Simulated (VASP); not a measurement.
Runs of VASP 6.6.1 on Al2O3. The structure is trigonal, space group P-3m1 (No. 164). Conventional cell: a = 3.017 Å, b = 3.017 Å, c = 7.575 Å, α = 90.00°, β = 90.00°, γ = 120.00°. Al (site symmetry 3m) has 4 O at 1.68 to 1.84 Å as nearest neighbours. O (site symmetry -3m) has 2 Al at 1.68 Å as nearest neighbours. O (site symmetry 3m) has 3 Al at 1.84 Å as nearest neighbours. Measurements of this composition are mostly on another form, of space group No. 167.

```csv
task,cell,k mesh,cutoff (eV),smearing,k mesh for the DOS,occupations for the DOS,target pressure,mesh quality,gap on the mesh (eV),pressure (GPa),largest force (eV/Å)
core levels,as given,10 × 10 × 4,520,gaussian 0.02 eV,-,-,-,not flagged,2.29,-0.5,0.09
Wannier functions by SCDM,as given,5 × 5 × 2,520,gaussian 0.02 eV,-,-,-,coarse,(a),-,-
electric field gradients,as given,10 × 10 × 4,520,gaussian 0.02 eV,-,-,-,not flagged,2.29,-0.5,0.09
electron localisation function,as given,10 × 10 × 4,520,gaussian 0.02 eV,-,-,-,not flagged,2.29,-0.5,0.09
dielectric tensor,as given,10 × 10 × 4,520,gaussian 0.02 eV,-,-,-,not flagged,2.29,-,-
optical spectrum,as given,10 × 10 × 4,520,gaussian 0.02 eV,-,-,-,not flagged,2.29,-0.5,0.09
relaxation of cell and atoms,relaxed to 20 GPa,7 × 7 × 3,600,fermi-dirac 0.05 eV,-,-,20 GPa,not flagged,2.89,20.0,-
relaxation of cell and atoms,relaxed to 10 GPa,7 × 7 × 3,600,fermi-dirac 0.05 eV,-,-,10 GPa,not flagged,2.61,10.0,-
relaxation of cell and atoms,relaxed to 2 GPa,7 × 7 × 3,600,fermi-dirac 0.05 eV,-,-,2 GPa,not flagged,2.39,2.0,-
atomic charges,as given,10 × 10 × 4,520,gaussian 0.02 eV,-,-,-,not flagged,2.29,-0.5,0.09
```

Alike in all rows: level PBE; potentials or basis VASP PAW PBE potentials, release 64 (Al, O); no spin polarisation.

Q: Fill in the values left out.

A: (a) 2.28.

Caveats: some runs use coarse meshes; the cell is relaxed towards a set pressure, so the enthalpy falls and the energy may rise (some runs); spectra need much finer meshes, so this one isn't converged (some runs); independent-particle spectra lack excitons (some runs).

A k mesh can miss the band edges.
